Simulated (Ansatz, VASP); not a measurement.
Two plane-wave programs on Mo

```xyz
1
Lattice="-1.6298 1.6298 1.6298 1.6298 -1.6298 1.6298 1.6298 1.6298 -1.6298" Properties=species:S:1:pos:R:3 pbc="T T T"
Mo    0.0000    0.0000    0.0000
```

Alike in both runs: task single point; functional RPBE; k mesh 23 × 23 × 23; occupations fermi-dirac, width 0.1 eV; no spin polarisation.

|  | VASP | Ansatz |
| --- | --- | --- |
| version | VASP 6.6.1 | Ansatz 0.2.0 |
| potentials or method | VASP PAW PBE potentials, release 64 (Mo_sv) | plane waves (420 eV) with PAW, scalar-relativistic |
| plane-wave cutoff (eV) | 520 | 420 |
| valence electrons in the cell | 14 | 14 |

```csv
,VASP,Ansatz,Ansatz less VASP
pressure (GPa),-16.2,-16.5,-0.36
```

Caveats: so large a pressure means that the cell lies far from this level's equilibrium, or that cutoff or potentials fall short (VASP); the potentials were made for another functional, which shifts forces and pressure (VASP).
